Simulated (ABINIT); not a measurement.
Runs of ABINIT 10.8.3 (patched build) on Ni. It takes space group Fm-3m (No. 225, cubic). The conventional cell has a = 3.475 Å, b = 3.475 Å, c = 3.475 Å, α = 90.00°, β = 90.00°, γ = 90.00°. Ni (site symmetry m-3m) has 12 Ni at 2.46 Å as nearest neighbours. 

```tsv
level	spin	k mesh	cutoff (eV)	fine-grid cutoff	mesh quality	gap on the mesh (eV)	pressure (GPa)	moment (μB)
PBE	collinear, ferromagnetic start	8 × 8 × 8	1116	1714.32 eV	coarse	none	9.3	0.70
PBE	collinear, random start	8 × 8 × 8	1116	1714.32 eV	coarse	none	9.3	0.70
PW91	collinear, ferromagnetic start	13 × 13 × 13	1333	2000.04 eV	not flagged	none	8.3	0.62
revPBE	collinear, ferromagnetic start	13 × 13 × 13	1333	2000.04 eV	not flagged	none	12.7	0.63
PBEsol	collinear, ferromagnetic start	13 × 13 × 13	1333	2000.04 eV	not flagged	none	-1.9	0.63
PBE	off	8 × 8 × 8	1116	1714.32 eV	coarse	none	8.1	-
RPBE	collinear, ferromagnetic start	13 × 13 × 13	1333	2000.04 eV	not flagged	none	14.3	0.63
WC	collinear, ferromagnetic start	13 × 13 × 13	1333	2000.04 eV	not flagged	none	(b)	0.63
LDA	collinear, ferromagnetic start	13 × 13 × 13	1333	2000.04 eV	not flagged	none	-9.6	0.62
PBE	collinear, ferromagnetic start	13 × 13 × 13	1333	2000.04 eV	not flagged	none	(a)	0.63
BLYP	collinear, ferromagnetic start	13 × 13 × 13	1333	2000.04 eV	not flagged	none	18.9	0.62
```

Alike in all rows: task single point; potentials or basis JTH PAW PBE v2.0; cell as given; smearing fermi-dirac 0.05 eV.

**Question.** Fill in the values left out.

**Answer.** (a) 8.5; (b) -0.7.

Caveats: some runs use coarse meshes; the PAW data sets were made with another functional, which shifts forces and pressure a little (some runs).

A gap of «none» marks a metal or a gap under the smearing width.
